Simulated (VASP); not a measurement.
# Nb (Fm-3m) in VASP: single point with PBE

Aim: the single point of Nb with PBE.

Program: VASP 6.6.1. These are calculated values, not measurements. Logs are shortened: lines on timing, memory, paths and dates and some standing lists are left out, and cuts for length are marked.

## Step 1: Starting point

Symmetry: Fm-3m, No. 225, cubic system. Conventional cell: a = 4.218 Å, b = 4.218 Å, c = 4.218 Å, α = 90.00°, β = 90.00°, γ = 90.00°. Around Nb (site symmetry m-3m) lie 12 Nb at 2.98 Å.

The cell was built by a generator and needn't be a form met in nature.

## Step 2: Single point, PBE, non-collinear spin, zero start, spin-orbit coupling

Contents of INCAR:

```
PREC     = Accurate       # precision mode
ENCUT    = 520            # plane-wave cutoff, eV
EDIFF    = 1E-7           # SCF threshold, eV
ISMEAR   = 0              # smearing method
SIGMA    = 0.05           # smearing width, eV
LREAL    = False          # projectors in reciprocal space
LASPH    = True           # aspherical terms in the spheres
NELM     = 150            # most SCF steps
ALGO     = Normal         # electronic algorithm
ISIF     = 2              # what is computed and relaxed
LWAVE    = False          # write WAVECAR
LCHARG   = False          # write CHGCAR
MAGMOM   = 0 0 0          # initial moments
LORBIT   = 11             # projections on sites
LSORBIT  = True           # spin-orbit coupling
GGA_COMPAT= False        
LORBMOM  = True         
LMAXMIX  = 4              # l up to which the mixer works
GGA      = PE             # functional
NBANDS   = 24             # bands
```

Contents of KPOINTS:

```
regular mesh
0
Gamma
  18 18 18
```

Contents of POSCAR:

```
Nb
1.0
    0.0000000000      2.1092213104      2.1092213104
    2.1092213104      0.0000000000      2.1092213104
    2.1092213104      2.1092213104      0.0000000000
Nb
1
Direct
    0.0000000000      0.0000000000      0.0000000000
```

Potentials or basis: VASP PAW PBE potentials, release 64 (Nb_sv).

Run with:

```console
> cat potpaw_PBE.64/Nb_sv/POTCAR > POTCAR
> mpirun -np 1 vasp_ncl > vasp.out
```

OUTCAR:

```text
PREC = Accurate
   ENCUT = 520
   EDIFF = 1E-7
   ISMEAR = 0
   LREAL = False
   LASPH = True
   NELM = 150
   ISIF = 2
   LORBIT = 11
   LSORBIT = True
   GGA = PE

 ion  position               nearest neighbor table
   1  0.000  0.000  0.000-

  LATTYP: Found a face centered cubic cell.
 ALAT       =     4.2184426208

  Lattice vectors:

 A1 = (   0.0000000000,   2.1092213104,   2.1092213104)
 A2 = (   2.1092213104,   0.0000000000,   2.1092213104)
 A3 = (   2.1092213104,   2.1092213104,   0.0000000000)

Analysis of symmetry for initial positions (statically):
=====================================================================
 Subroutine PRICEL returns:
 Original cell was already a primitive cell.

 Routine SETGRP: Setting up the symmetry group for a
 face centered cubic supercell.

 Subroutine GETGRP returns: Found 48 space group operations
 (whereof 48 operations were pure point group operations)
 out of a pool of 48 trial point group operations.

The static configuration has the point symmetry O_h .

Analysis of symmetry for dynamics (positions and initial velocities):
=====================================================================
 Subroutine PRICEL returns:
 Original cell was already a primitive cell.

 Routine SETGRP: Setting up the symmetry group for a
 face centered cubic supercell.

 Subroutine GETGRP returns: Found 48 space group operations
 (whereof 48 operations were pure point group operations)
 out of a pool of 48 trial point group operations.

The dynamic configuration has the point symmetry O_h .

Analysis of structural, dynamic, and magnetic symmetry:
=====================================================================
 Subroutine PRICEL returns:
 Original cell was already a primitive cell.

 Routine SETGRP: Setting up the symmetry group for a
 face centered cubic supercell.

 Subroutine GETGRP returns: Found 48 space group operations
 (whereof 48 operations were pure point group operations)
 out of a pool of 48 trial point group operations.

The overall configuration has the point symmetry O_h .

 Subroutine INISYM returns: Found 48 space group operations
 (whereof 48 operations are pure point group operations),
 and found     1 'primitive' translations

----------------------------------------------------------------------------------------

                                     Primitive cell

  volume of cell :      18.7671

  direct lattice vectors                    reciprocal lattice vectors
     0.000000000  2.109221310  2.109221310    -0.237054309  0.237054309  0.237054309
     2.109221310  0.000000000  2.109221310     0.237054309 -0.237054309  0.237054309
     2.109221310  2.109221310  0.000000000     0.237054309  0.237054309 -0.237054309

  length of vectors
     2.982889383  2.982889383  2.982889383     0.410590107  0.410590107  0.410590107

  position of ions in fractional coordinates (direct lattice)
     0.000000000  0.000000000  0.000000000

  ion indices of the primitive-cell ions
   primitive index   ion index
                 1           1

----------------------------------------------------------------------------------------

 KPOINTS: regular mesh

Automatic generation of k-mesh.
 Grid dimensions read from file:
 generate k-points for:   18   18   18

 Generating k-lattice:

  Cartesian coordinates                     Fractional coordinates (reciprocal lattice)
    -0.013169684  0.013169684  0.013169684     0.055555556  0.000000000  0.000000000
     0.013169684 -0.013169684  0.013169684     0.000000000  0.055555556  0.000000000
     0.013169684  0.013169684 -0.013169684     0.000000000  0.000000000  0.055555556

  Length of vectors
     0.022810562  0.022810562  0.022810562

  Shift w.r.t. Gamma in fractional coordinates (k-lattice)
     0.000000000  0.000000000  0.000000000
[... 42 lines left out ...]
   PREC   = accura    normal or accurate (medium, high low for compatibility)
   ISTART =      0    job   : 0-new  1-cont  2-samecut
   ICHARG =      2    charge: 1-file 2-atom 10-const
   ISPIN  =      1    spin polarized calculation?
   LNONCOLLINEAR =      T non collinear calculations
   LSORBIT =      T    spin-orbit coupling
   LASPH  =      T    aspherical Exc in radial PAW
   ENCUT  =  520.0 eV  38.22 Ry    6.18 a.u.   5.55  5.55  5.55*2*pi/ulx,y,z
   NELM   =    150;   NELMIN=  2; NELMDL= -5     # of ELM steps
   EDIFF  = 0.1E-06   stopping-criterion for ELM
   LREAL  =      F    real-space projection
   EDIFFG = 0.1E-05   stopping-criterion for IOM
   NSW    =      0    number of steps for IOM
   IBRION =     -1    ionic relax: 0-MD 1-quasi-New 2-CG
   NFREE  =      0    steps in history (QN), initial steepest desc. (CG)
   ISIF   =      2    stress and relaxation
   ISYM   =      2    0-nonsym 1-usesym 2-fastsym
   POTIM  = 0.5000    time-step for ionic-motion
   TEBEG  =    0.0;   TEEND  =   0.0 temperature during run
   PSTRESS=    0.0 pullay stress
   NELECT =      13.0000    total number of electrons
   NUPDOWN=      -1.0000    fix difference up-down
   EMIN   =  10.00;   EMAX   =-10.00  energy-range for DOS
   EFERMI =   0.00;   METHOD = LEGACY
   ISMEAR =     0;   SIGMA  =   0.05  broadening in eV -4-tet -1-fermi 0-gaus
   EFERMI_NEDOS =   21; number of points for ismear=-14 and -15
   IALGO  =     38    algorithm
   IMIX   =      4    mixing-type and parameters
     AMIX     =   0.40;   BMIX     =  1.00
     AMIX_MAG =   1.60;   BMIX_MAG =  1.00
  volume/ion in A,a.u.               =      18.77       126.65
  Fermi-wavevector in a.u.,A,eV,Ry     =   1.448518  2.737301 28.547791  2.098203
  Thomas-Fermi vector in A             =   2.566349
   LORBIT       =     11    0 simple, 1 ext, 2 COOP (PROOUT), +10 PAW based schemes
   GGA     = PE    functional components
   LHFCALC =     F    Hartree Fock is set to
   AEXX    =    0.0000 exact exchange contribution
   IVDW    =     0    specifies the selected vdW correction
   LEPSILON=     F    determine dielectric tensor
   LRPA    =     F    only Hartree local field effects (RPA)
 Gauss-broadening in eV      SIGMA  =   0.05
  energy-cutoff  :      520.00
  volume of cell :       18.77
 maximum number of plane-waves:      1062
 NGX is ok and might be reduce to    24
   NGX = 11   NGY = 11   NGZ = 11

 number of electron      13.0000001 magnetization       0.0000000      0.0000000      0.0000000

 number of electron      13.0000001 magnetization       0.0000000      0.0000000     -0.0000000

 number of electron      13.0000001 magnetization      -0.0000000     -0.0000000      0.0000000

 Free energy of the ion-electron system (eV)
  ---------------------------------------------------
  ext. energy  EPLUGINS =         0.00000000
  ---------------------------------------------------
  free energy    TOTEN  =        -9.98472866 eV

  energy without entropy =       -9.98328254  energy(sigma->0) =       -9.98400560

 E-fermi :  10.9721     XC(G=0): -12.2925

 val. band max:       10.9624861511   @ k =   0.0556   0.0000   0.0000
 cond. band min:      10.9745508271   @ k =   0.3889   0.0000   0.0000
 fundamental gap:      0.0120646760
 Fermi energy:        10.9721091900

 k-point     1 :       0.0000    0.0000    0.0000
  band No.  band energies     occupation
      1     -43.8297      1.00000
      2     -43.8297      1.00000
      3     -20.6529      1.00000
      4     -20.6529      1.00000
      5     -18.5171      1.00000
      6     -18.5171      1.00000
[... 637 lines left out ...]
     23      26.1089      0.00000
     24      26.1089      0.00000

 [... further k-points ...]
[... 5 lines left out ...]
  --------------------------------------------------------------------------------------
  -------------------------------------------------------------------------------------
  Total       -0.0417330     -0.0417330     -0.0417330      0.0000000     -0.0000000      0.0000000
  in kB       -3.5628152     -3.5628152     -3.5628152      0.0000000     -0.0000000      0.0000000
  external PRESSURE =      -3.5628152 kB  Pullay stress =       0.0000000 kB

 VOLUME and BASIS-vectors are now :
 -----------------------------------------------------------------------------
  energy-cutoff  :      520.00
  volume of cell :       18.77
      direct lattice vectors                 reciprocal lattice vectors
     0.000000000  2.109221310  2.109221310    -0.237054309  0.237054309  0.237054309
     2.109221310  0.000000000  2.109221310     0.237054309 -0.237054309  0.237054309
     2.109221310  2.109221310  0.000000000     0.237054309  0.237054309 -0.237054309

 POSITION                                       TOTAL-FORCE (eV/Angst)
 -----------------------------------------------------------------------------------
      0.00000      0.00000      0.00000         0.000000      0.000000      0.000000
 -----------------------------------------------------------------------------------
    total drift:                                0.000000     -0.000000     -0.000000

  FREE ENERGIE OF THE ION-ELECTRON SYSTEM (eV)
  ---------------------------------------------------
  free  energy   TOTEN  =        -9.9847286637 eV

  energy  without entropy=       -9.9832825445  energy(sigma->0) =       -9.98400560

 orbital moment (x)

 # of ion     p       d       tot
 ----------------------------------------
  1         0.000  -0.000  -0.000
 ----------------------------------------
            0.000  -0.000  -0.000

 orbital moment (y)

 # of ion     p       d       tot
 ----------------------------------------
  1         0.000   0.000   0.000
 ----------------------------------------
            0.000   0.000   0.000

 orbital moment (z)

 # of ion     p       d       tot
 ----------------------------------------
  1         0.000   0.000   0.000
 ----------------------------------------
            0.000   0.000   0.000

 Spin-Orbit-Coupling matrix elements

 Ion:    1  E_soc:     -0.1784984
 l=   1
     0.0000000    -0.0268562    -0.0268562
    -0.0268562     0.0000000    -0.0268562
    -0.0268562    -0.0268562     0.0000000
 l=   2
     0.0000000    -0.0007156     0.0000000    -0.0007156    -0.0021779
    -0.0007156     0.0000000    -0.0016334    -0.0007156    -0.0005445
     0.0000000    -0.0016334     0.0000000    -0.0016334     0.0000000
    -0.0007156    -0.0007156    -0.0016334     0.0000000    -0.0005445
    -0.0021779    -0.0005445     0.0000000    -0.0005445     0.0000000
 l=   3
     0.0000000     0.0000000     0.0000000     0.0000000     0.0000000     0.0000000     0.0000000
     0.0000000     0.0000000     0.0000000     0.0000000     0.0000000     0.0000000     0.0000000
     0.0000000     0.0000000     0.0000000     0.0000000     0.0000000     0.0000000     0.0000000
     0.0000000     0.0000000     0.0000000     0.0000000     0.0000000     0.0000000     0.0000000
     0.0000000     0.0000000     0.0000000     0.0000000     0.0000000     0.0000000     0.0000000
     0.0000000     0.0000000     0.0000000     0.0000000     0.0000000     0.0000000     0.0000000
     0.0000000     0.0000000     0.0000000     0.0000000     0.0000000     0.0000000     0.0000000

 total charge

# of ion       s       p       d       tot
------------------------------------------
    1        2.224   6.004   2.415  10.643

 magnetization (x)

# of ion       s       p       d       tot
------------------------------------------
    1        0.000   0.000   0.000   0.000

 magnetization (y)

# of ion       s       p       d       tot
------------------------------------------
    1        0.000   0.000   0.000   0.000

 magnetization (z)

# of ion       s       p       d       tot
------------------------------------------
    1        0.000   0.000  -0.000   0.000
```

Wall time 2.2 min (1 thread of Intel Xeon Platinum 8488C (Sapphire Rapids), shared host); peak memory 0.28 GiB.

Results:

| Property | Result |
| --- | --- |
| Free energy | -9.9847 eV |
| Pressure | -0.4 GPa |
| Net moment | 0.00 μB per cell |
| Valence electrons inside the program's atomic spheres | Nb 10.64 |

Moments on the atoms (μB; x, y, z):
```
Nb  0.00 0.00 0.00
```
